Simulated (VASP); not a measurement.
## Dielectric function of CuI (Marshite)

Aim: the dielectric function of CuI (Marshite) for independent particles, and its static limit with local fields. The cell is of the zinc-blende type, one of the forms listed for this formula. The start is a cell from a database of measured crystal structures.

Method: PBE; plane waves and PAW (I, Cu), in the first sound run; inputs show where later runs differ, in VASP 6.6.1.

This is a report of a sequence of runs, with most program output left out.

The database entry behind the starting cell differs from later determinations by our own check (about 0.15 % long (mineral sample)), so it need not match the best structure at ambient conditions.

### 1. The starting structure

It takes space group F-43m (No. 216, cubic). The conventional cell has a = 6.063 Å, b = 6.063 Å, c = 6.063 Å, α = 90.00°, β = 90.00°, γ = 90.00°. Nearest to I lie 4 Cu at 2.63 Å. Nearest to Cu lie 4 I at 2.63 Å. Farther neighbours and most contacts between anions are not listed.

Structure file:

```cif
data_structure
_symmetry_space_group_name_H-M 'F-43m'
_symmetry_Int_Tables_number 216
_cell_length_a 6.0630
_cell_length_b 6.0630
_cell_length_c 6.0630
_cell_angle_alpha 90.000
_cell_angle_beta 90.000
_cell_angle_gamma 90.000
_cell_volume 222.88
loop_
_atom_site_label
_atom_site_type_symbol
_atom_site_symmetry_multiplicity
_atom_site_Wyckoff_symbol
_atom_site_fract_x
_atom_site_fract_y
_atom_site_fract_z
_atom_site_occupancy
I1 I 4 a 0.00000 0.00000 0.00000 1
Cu1 Cu 4 c 0.25000 0.25000 0.25000 1
```

### 2. Ground state

The ground state comes first.

INCAR reads:

```
SYSTEM = CuI
PREC = Accurate
ENCUT = 400
EDIFF = 1E-07
NELM = 100
ISMEAR = 0
SIGMA = 0.05
LREAL = .FALSE.
ALGO = Normal
GGA = PE
NBANDS = 15
LORBIT = 11
LWAVE = .FALSE.
LCHARG = .FALSE.
KPAR = 4
```

POSCAR reads:

```
CuI
1.0
    0.0000000000      3.0315000000      3.0315000000
    3.0315000000      0.0000000000      3.0315000000
    3.0315000000      3.0315000000      0.0000000000
I Cu
1 1
Direct
    0.0000000000      0.0000000000      0.0000000000
    0.7500000000      0.7500000000      0.7500000000
```

KPOINTS reads:

```
Automatic mesh
0
Gamma
6 6 6
0 0 0
```

PAW data sets: I and Cu (PBE family, release 64).

Command:

```console
mpirun -np 4 vasp_std
```

It took 3.2 s on 4 MPI ranks of Intel Xeon 6975P-C (Granite Rapids), shared host; peak memory 0.6 GiB.

The gap is read on the k-mesh alone, so it is an upper bound where the band edges lie off the mesh.

This step gave:

```yaml
free_energy_toten: -5.559 eV
fermi_energy: 4.686 eV
pressure: 0.1628 GPa
gap_on_the_k_mesh: 1.139 eV
least_direct_gap_on_the_k_mesh: 1.139 eV
```

The cell has a gap of 1.14 eV on this mesh. Spin-orbit coupling is left out, which can shift or reorder these edges.

### 3. Spectrum

LOPTICS sums the direct transitions; the mesh is finer and NBANDS larger than for the ground state.

Edit INCAR of step 2 so:

```diff
@@ -10,4 +10,3 @@
 GGA = PE
-NBANDS = 15
-LORBIT = 11
+NBANDS = 36
 LWAVE = .FALSE.
@@ -15 +14,4 @@
 KPAR = 4
+LOPTICS = .TRUE.
+NEDOS = 2000
+CSHIFT = 0.2
```

POSCAR is that of step 2.

KPOINTS reads:

```
Automatic mesh
0
Gamma
10 10 10
0 0 0
```

Command:

```console
mpirun -np 4 vasp_std
```

Wall time 8.4 s (4 MPI ranks); peak memory 0.88 GiB.

These are independent-particle spectra without excitons or local fields, and fine structure depends on the mesh and on CSHIFT.

Numbers from this step:

* free energy (TOTEN): -5.561 eV
* Fermi energy: 4.649 eV
* pressure: 0.1657 GPa
* gap on the k-mesh: 1.140 eV
* least direct gap on the k-mesh: 1.140 eV

The imaginary dielectric function, xx has structure finer than the step of the table below, so its rows give means over 1 eV, whole bins alone (the curve runs from 0 to 25.0 eV). Peaks (eV: height): 4.6: 7.24, 6.8: 9.29.

Absorption under the direct gap is the tail of the CSHIFT broadening, and fine structure depends on the mesh. The imaginary dielectric function, xx by photon energy; means over each step:

| photon energy (eV) | imaginary dielectric function, xx |
| --- | --- |
| 1 | 0.433 |
| 2 | 1.43 |
| 3 | 3.32 |
| 4 | 5.08 |
| 5 | 5.80 |
| 6 | 7.51 |
| 7 | 8.05 |
| 8 | 3.95 |
| 9 | 3.83 |
| 10 | 2.44 |
| 11 | 1.43 |
| 12 | 1.25 |
| 13 | 1.04 |
| 14 | 0.858 |
| 15 | 0.785 |
| 16 | 0.625 |
| 17 | 0.583 |
| 18 | 0.447 |
| 19 | 0.385 |
| 20 | 0.349 |
| 21 | 0.274 |
| 22 | 0.243 |
| 23 | 0.214 |
| 24 | 0.186 |

Table of real dielectric function, xx by photon energy:

photon energy (eV), real dielectric function, xx and a bar from the least value:
```
        0       6.69 ##########################
        1       7.14 ###########################
        2       7.41 ############################
        3       7.31 ############################
        4       8.11 ##############################
        5       4.09 ##################
        6       4.07 ##################
        7      -0.49 ####
        8      -1.00 ##
        9      -1.01 ##
       10      -1.74 
       11      -1.03 ##
       12      -0.59 ###
       13      -0.38 ####
       14      -0.22 #####
       15      -0.16 #####
       16      -0.02 #####
       17       0.10 ######
       18       0.10 ######
       19       0.21 ######
       20       0.26 ######
       21       0.30 ######
       22       0.39 ######
       23       0.44 #######
       24       0.45 #######
```

### 4. Static response with local fields

Perturbation theory (LEPSILON) gives the dielectric tensor with local fields, and the Born charges.

INCAR reads:

```
SYSTEM = CuI
PREC = Accurate
ENCUT = 400
EDIFF = 1E-08
NELM = 100
ISMEAR = 0
SIGMA = 0.01
LREAL = .FALSE.
ALGO = Normal
GGA = PE
NBANDS = 15
LWAVE = .FALSE.
LCHARG = .FALSE.
KPAR = 4
LEPSILON = .TRUE.
```

POSCAR is that of step 3.

KPOINTS is that of step 3.

Command:

```console
mpirun -np 4 vasp_std
```

Run time: 68 s. Hardware: 4 MPI ranks; peak memory 1.5 GiB; 4.5 min of CPU time.

Energies printed during the response cycles are not total energies of the cell. The dielectric response converges more slowly with the mesh than energies do, so tensor and charges may still move on a finer one.

Numbers from this step:

* Fermi energy: 4.482 eV
* pressure: 0.1641 GPa

Electronic dielectric tensor with local fields:

```
6.39 0.00 0.00
0.00 6.39 0.00
0.00 0.00 6.39
```

Born effective charge (e), principal values of the symmetric part by kind of site:

| atom | atoms with these values | low | middle | high | mean |
| --- | --- | --- | --- | --- | --- |
| I1 | 1 | -1.10 | -1.10 | -1.10 | -1.10 |
| Cu2 | 1 | 1.10 | 1.10 | 1.10 | 1.10 |

In full for Cu2:

```
1.10 0.00 0.00
0.00 1.10 0.00
0.00 0.00 1.10
```

Piezoelectric tensor with clamped ions (C/m²), by row:

| field | xx | yy | zz | xy | yz | zx |
| --- | --- | --- | --- | --- | --- | --- |
| x | 0 | 0 | 0 | 0 | -0.3363 | 0 |
| y | 0 | 0 | 0 | 0 | 0 | -0.3363 |
| z | 0 | 0 | 0 | -0.3363 | 0 | 0 |

The mean electronic (clamped-ion) dielectric constant is 6.39. No finer mesh was run, so at a direct gap of this size the value isn't shown to be converged.

### 5. Spectrum at r2SCAN

This step: r2SCAN; plane waves and PAW (I, Cu) (VASP 6.6.1).

The spectrum is made again with r2SCAN.

INCAR reads:

```
SYSTEM = CuI
PREC = Accurate
ENCUT = 400
EDIFF = 1E-07
NELM = 100
ISMEAR = 0
SIGMA = 0.05
LREAL = .FALSE.
ALGO = Normal
METAGGA = R2SCAN
LASPH = .TRUE.
NBANDS = 36
LWAVE = .FALSE.
LCHARG = .FALSE.
KPAR = 4
LOPTICS = .TRUE.
NEDOS = 2000
CSHIFT = 0.2
```

POSCAR is that of step 4.

KPOINTS is that of step 4.

Command:

```console
mpirun -np 4 vasp_std
```

Wall time 35 s (4 MPI ranks); peak memory 0.91 GiB; 2.2 min of CPU time.

The PAW data sets were made with PBE, which is usual practice but a small mismatch for other functionals.

Numbers from this step:

```
free energy (TOTEN)            : -35.79 eV
Fermi energy                   : 4.479 eV
pressure                       : -1.118 GPa
gap on the k-mesh              : 1.611 eV
least direct gap on the k-mesh : 1.611 eV
```

The imaginary dielectric function, xx has structure finer than the step of the table below, so its rows give means over 1 eV, whole bins alone (the curve runs from 0 to 25.0 eV). Peaks (eV: height): 4.9: 6.57, 7.4: 8.74.

Absorption under the direct gap is the tail of the CSHIFT broadening, and fine structure depends on the mesh. Table of imaginary dielectric function, xx by photon energy; means over each step:

| photon energy (eV) | imaginary dielectric function, xx |
| --- | --- |
| 1 | 0.136 |
| 2 | 0.716 |
| 3 | 2.04 |
| 4 | 3.82 |
| 5 | 5.73 |
| 6 | 5.73 |
| 7 | 7.57 |
| 8 | 5.59 |
| 9 | 3.90 |
| 10 | 3.28 |
| 11 | 1.83 |
| 12 | 1.32 |
| 13 | 1.18 |
| 14 | 0.959 |
| 15 | 0.827 |
| 16 | 0.700 |
| 17 | 0.585 |
| 18 | 0.543 |
| 19 | 0.407 |
| 20 | 0.358 |
| 21 | 0.325 |
| 22 | 0.265 |
| 23 | 0.230 |
| 24 | 0.205 |

The real dielectric function, xx by photon energy:

| photon energy (eV) | real dielectric function, xx |
| --- | --- |
| 0 | 5.78 |
| 1 | 6.02 |
| 2 | 6.76 |
| 3 | 7.48 |
| 4 | 6.88 |
| 5 | 4.02 |
| 6 | 4.93 |
| 7 | 2.43 |
| 8 | -2.81 |
| 9 | -0.596 |
| 10 | -1.56 |
| 11 | -1.30 |
| 12 | -0.700 |
| 13 | -0.471 |
| 14 | -0.346 |
| 15 | -0.0914 |
| 16 | -0.103 |
| 17 | 0.0671 |
| 18 | 0.102 |
| 19 | 0.177 |
| 20 | 0.252 |
| 21 | 0.301 |
| 22 | 0.336 |
| 23 | 0.416 |
| 24 | 0.461 |

### 6. Spectrum at LDA

This step: LDA; plane waves and PAW (I, Cu) (VASP 6.6.1).

The spectrum is made again with LDA.

Edit INCAR of step 5 so:

```diff
@@ -9,4 +9,3 @@
 ALGO = Normal
-METAGGA = R2SCAN
-LASPH = .TRUE.
+GGA = CA
 NBANDS = 36
```

POSCAR is that of step 5.

KPOINTS is that of step 5.

Command:

```console
mpirun -np 4 vasp_std
```

The job ended after 7.6 s (4 MPI ranks; peak memory 0.85 GiB).

The PAW data sets were made with PBE, though LDA sets exist; this is a small mismatch.

This step gave:

| Quantity | Value |
| --- | --- |
| free energy (TOTEN) | -6.948 eV |
| Fermi energy | 4.288 eV |
| pressure | -4.419 GPa |
| gap on the k-mesh | 0.9857 eV |
| least direct gap on the k-mesh | 0.9857 eV |

Absorption under the direct gap is the tail of the CSHIFT broadening, and fine structure depends on the mesh. Table of imaginary dielectric function, xx by photon energy; read off at these points:

| photon energy (eV) | imaginary dielectric function, xx |
| --- | --- |
| 0.00 | 0 |
| 0.50 | 0.166 |
| 1.00 | 0.831 |
| 1.50 | 1.23 |
| 2.00 | 1.49 |
| 2.50 | 2.45 |
| 3.00 | 3.47 |
| 3.25 | 4.34 |
| 3.50 | 3.57 |
| 4.00 | 5.85 |
| 4.50 | 7.46 |
| 5.00 | 5.24 |
| 5.50 | 6.19 |
| 6.00 | 8.55 |
| 6.12 | 8.82 |
| 6.50 | 8.14 |
| 6.76 | 9.42 |
| 7.00 | 8.50 |
| 7.50 | 4.64 |
| 8.00 | 3.57 |
| 8.50 | 3.99 |
| 9.00 | 3.69 |
| 9.50 | 3.24 |
| 10.00 | 2.16 |
| 10.50 | 1.72 |
| 11.00 | 1.32 |
| 11.50 | 1.20 |
| 12.00 | 1.27 |
| 12.50 | 1.03 |
| 13.00 | 0.972 |
| 13.50 | 0.925 |
| 14.00 | 0.839 |
| 14.50 | 0.818 |
| 15.00 | 0.793 |
| 15.50 | 0.688 |
| 16.00 | 0.607 |
| 16.50 | 0.579 |
| 17.00 | 0.593 |
| 17.50 | 0.536 |
| 18.00 | 0.427 |
| 18.50 | 0.421 |
| 19.00 | 0.374 |
| 19.50 | 0.379 |
| 20.00 | 0.361 |
| 20.50 | 0.329 |
| 21.00 | 0.270 |
| 21.50 | 0.239 |
| 22.00 | 0.258 |
| 22.50 | 0.223 |
| 23.00 | 0.208 |
| 23.50 | 0.219 |
| 24.00 | 0.202 |
| 24.50 | 0.163 |

Table of real dielectric function, xx by photon energy:

photon energy (eV), real dielectric function, xx and a bar from the least value:
```
        0       7.11 ###########################
        1       7.36 ###########################
        2       7.82 #############################
        3       7.55 ############################
        4       8.18 ##############################
        5       4.14 ##################
        6       3.91 #################
        7      -1.14 #
        8      -0.95 ##
        9      -1.04 ##
       10      -1.62 
       11      -1.01 ##
       12      -0.62 ###
       13      -0.33 ####
       14      -0.20 ####
       15      -0.14 #####
       16       0.00 #####
       17       0.12 #####
       18       0.10 #####
       19       0.21 ######
       20       0.27 ######
       21       0.31 ######
       22       0.39 ######
       23       0.45 ######
       24       0.45 ######
```

### 7. Spectrum at PBE+SOC

This step: PBE, spin-orbit coupling; plane waves and PAW (I, Cu) (VASP 6.6.1).

The spectrum is made again with PBE and spin-orbit coupling, on a coarser mesh.

Edit INCAR of step 6 so:

```diff
@@ -9,4 +9,10 @@
 ALGO = Normal
-GGA = CA
-NBANDS = 36
+GGA = PE
+LNONCOLLINEAR = .TRUE.
+MAGMOM = 0 0 0 0 0 0
+NBANDS = 72
+GGA_COMPAT = .FALSE.
+LASPH = .TRUE.
+LSORBIT = .TRUE.
+LMAXMIX = 4
 LWAVE = .FALSE.
```

POSCAR is that of step 6.

KPOINTS reads:

```
Automatic mesh
0
Gamma
8 8 8
0 0 0
```

Command:

```console
mpirun -np 4 vasp_ncl
```

Run time: 45 s. Hardware: 4 MPI ranks; peak memory 1.8 GiB.

LASPH is switched on together with spin-orbit coupling, so the change from the scalar run holds both.

Numbers from this step:

```
free energy (TOTEN)            : -5.693 eV
Fermi energy                   : 4.791 eV
pressure                       : 0.2259 GPa
gap on the k-mesh              : 0.9833 eV
least direct gap on the k-mesh : 0.9833 eV
```

On-site spin-orbit energy by atom:

| atom | on-site spin-orbit energy (eV) |
| --- | --- |
| I1 | -0.254 |
| Cu2 | -0.010 |

The imaginary dielectric function, xx has structure finer than the step of the table below, so its rows give means over 1 eV, whole bins alone (the curve runs from 0 to 25.0 eV). Peaks (eV: height): 4.3: 7.43, 6.7: 8.73.

Absorption under the direct gap is the tail of the CSHIFT broadening, and fine structure depends on the mesh. Imaginary dielectric function, xx against photon energy; means over each step:

| photon energy (eV) | imaginary dielectric function, xx |
| --- | --- |
| 1 | 0.699 |
| 2 | 1.62 |
| 3 | 3.41 |
| 4 | 5.26 |
| 5 | 5.87 |
| 6 | 7.53 |
| 7 | 7.51 |
| 8 | 4.18 |
| 9 | 3.66 |
| 10 | 2.54 |
| 11 | 1.51 |
| 12 | 1.17 |
| 13 | 1.10 |
| 14 | 0.854 |
| 15 | 0.766 |
| 16 | 0.656 |
| 17 | 0.560 |
| 18 | 0.466 |
| 19 | 0.400 |
| 20 | 0.326 |
| 21 | 0.292 |
| 22 | 0.239 |
| 23 | 0.222 |
| 24 | 0.179 |

The real dielectric function, xx by photon energy:

photon energy (eV), real dielectric function, xx and a bar from the least value:
```
      0.0       7.01 ###########################
      0.5       7.19 ###########################
      1.0       7.09 ###########################
      1.5       7.42 ############################
      2.0       7.33 ############################
      2.5       8.14 ##############################
      3.0       7.33 ############################
      3.5       6.88 ##########################
      4.0       8.11 ##############################
      4.5       5.03 #####################
      5.0       3.81 #################
      5.5       5.24 #####################
      6.0       3.79 #################
      6.5       2.01 ###########
      7.0      -0.83 ###
      7.5      -1.77 
      8.0      -1.51 #
      8.5      -0.72 ###
      9.0      -0.96 ##
      9.5      -1.40 #
     10.0      -1.76 
     10.5      -1.38 #
     11.0      -0.94 ##
     11.5      -0.81 ###
     12.0      -0.53 ####
     12.5      -0.41 ####
     13.0      -0.36 ####
     13.5      -0.37 ####
     14.0      -0.26 #####
     14.5      -0.11 #####
     15.0      -0.14 #####
     15.5      -0.05 #####
     16.0      -0.04 #####
     16.5       0.00 #####
     17.0       0.10 ######
     17.5       0.06 ######
     18.0       0.12 ######
     18.5       0.16 ######
     19.0       0.20 ######
     19.5       0.22 ######
     20.0       0.25 ######
     20.5       0.31 ######
     21.0       0.31 ######
     21.5       0.34 ######
     22.0       0.37 ######
     22.5       0.41 #######
     23.0       0.42 #######
     23.5       0.43 #######
     24.0       0.44 #######
     24.5       0.49 #######
```

### 8. Outcome

| Item | Value |
| --- | --- |
| PBE, independent particles | eps xx at zero frequency 6.69, centre of weight of eps2 xx, over the range kept, at 7.65 eV, mesh 10×10×10 |
| r2SCAN, independent particles | eps xx at zero frequency 5.78, centre of weight of eps2 xx, over the range kept, at 8.27 eV, mesh 10×10×10 |
| LDA, independent particles | eps xx at zero frequency 7.11, centre of weight of eps2 xx, over the range kept, at 7.49 eV, mesh 10×10×10 (not shown to be converged at so small a direct gap) |
| PBE with spin-orbit coupling, independent particles | eps xx at zero frequency 7.01, centre of weight of eps2 xx, over the range kept, at 7.58 eV, mesh 8×8×8 (not shown to be converged at so small a direct gap) |
| PBE, with local fields | eps 6.39, 6.39, 6.39 |

**Reading.** Local fields, and the bands above those summed, take the mean static value from 6.69 to 6.39. Excitons and quasiparticle shifts are absent, so the onset can't be set against measurement and its shape can differ.

[Lines on the potential files, build, host, timing and source positions are cut from VASP's logs without a mark.]

[Logs are printed without paths, hosts, clocks, repeated set-up lines and the standing remarks that a program may print on its own settings, such as how far it seeks lower states.]

[Hosts, paths, dates, database ids (printed as entryN), source tags and the programs' standing remarks are cut or masked in the printed files.]
